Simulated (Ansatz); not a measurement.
**SiO2: under pressure**

Aim: relax SiO2 at pressures from -2 to 20 GPa within the symmetry of the start, and follow volume, cell shape and gap.

Program: Ansatz 0.2.0. Level of theory: DFT LDA, scalar-relativistic, plane waves, PAW. These are calculated values, not measurements.

2 further runs of the same task are left out: 2 set aside as unsound or not needed.

### 1 The system as given

It takes space group P4_32_12 (No. 96, tetragonal). Conventional cell: a = 4.948 Å, b = 4.948 Å, c = 6.878 Å, α = 90.00°, β = 90.00°, γ = 90.00°. Si (site symmetry 2) is surrounded by 4 O at 1.61 Å. O (site symmetry 1) has 2 Si at 1.61 Å in its first shell of neighbours.

Structure file:

```xyz
12
Lattice="4.9483 0.0000 0.0000 0.0000 4.9483 0.0000 0.0000 0.0000 6.8783" Properties=species:S:1:pos:R:3 pbc="T T T"
Si    0.9706    0.9706    0.0000
Si    1.5036    3.4448    5.1587
Si    3.4448    1.5036    1.7196
Si    3.9777    3.9777    3.4392
O     3.0298    3.6495    4.6967
O     1.9185    1.2988    1.2576
O     3.6495    3.0298    2.1816
O     1.1753    4.3927    6.4163
O     1.2988    1.9185    5.6207
O     0.5557    3.7730    3.9011
O     4.3927    1.1753    0.4620
O     3.7730    0.5557    2.9772
```

It goes back to an entry of the Materials Project, which need not be the stable form.

It is the result of an earlier relaxation at this level (volume 14.04 Å³/atom; gap on the mesh: 5.55 eV).

### 2 Target pressure -2 GPa

Input file input.yaml:

```yaml
crystal:
  lattice:
    - [4.9798141515, 0.0, 0.0]
    - [0.0, 4.9798141515, 0.0]
    - [0.0, 0.0, 6.9220425918]
  atoms:
    - { symbol: Si, position: [0.1961473897, 0.1961473897, 0.0] }
    - { symbol: Si, position: [0.3038526103, 0.6961473897, 0.75] }
    - { symbol: Si, position: [0.6961473897, 0.3038526103, 0.25] }
    - { symbol: Si, position: [0.8038526103, 0.8038526103, 0.5] }
    - { symbol: O, position: [0.6122954414, 0.737522282, 0.6828353919] }
    - { symbol: O, position: [0.3877045586, 0.262477718, 0.1828353919] }
    - { symbol: O, position: [0.737522282, 0.6122954414, 0.3171646081] }
    - { symbol: O, position: [0.237522282, 0.8877045586, 0.9328353919] }
    - { symbol: O, position: [0.262477718, 0.3877045586, 0.8171646081] }
    - { symbol: O, position: [0.1122954414, 0.762477718, 0.5671646081] }
    - { symbol: O, position: [0.8877045586, 0.237522282, 0.0671646081] }
    - { symbol: O, position: [0.762477718, 0.1122954414, 0.4328353919] }
basis:
  ecutwfc: 420
kpoints:
  mp_grid: { grid: [6, 6, 4] }
hamiltonian:
  xc: lda
scf:
  occupations: { method: gaussian, width: 0.02 }
output:
  forces: true
  stress: true
  eigenvalues: true
relax:
  adjacent_minimum: "off"
  f_tol: 0.008
  max_steps: 50
  cell: { stress_tol: 0.08, p_target: -2.0 }
```

On the command line:

```
$ ansatz run input.yaml --threads 2 --pin off --max-ram 5120MiB --backend cpu --events-out ev --progress --plain --runs-dir out
```

The session goes on with these runs: the gap over the whole zone at -2 GPa; 2 GPa; band edges over the zone at 2 GPa; 5 GPa; band edges over the zone at 5 GPa; target pressure 10 GPa; seeking the band edges at 10 GPa; relaxing at 20 GPa; seeking the band edges at 20 GPa.

What does the calculation give?

The runs gave:

```
           quantity                       value
   volume at 20 GPa  9.29 Å³/atom, V/V0 = 0.662
gap at 0 and 20 GPa            5.55 eV; 5.99 eV
```

In words: Up to 20 GPa the volume falls by 33.8 %. One equation of state does not fit: a third-order Birch-Murnaghan curve misses by up to 1.0 GPa, so the compression is not smooth over this range. The cell gives way unevenly: a -11.4 %, b -11.4 %, c -15.7 %. The gap goes from 5.55 eV at zero pressure to 5.99 eV at 20 GPa. The symmetry of the start is kept, so a transition to another structure would not show.
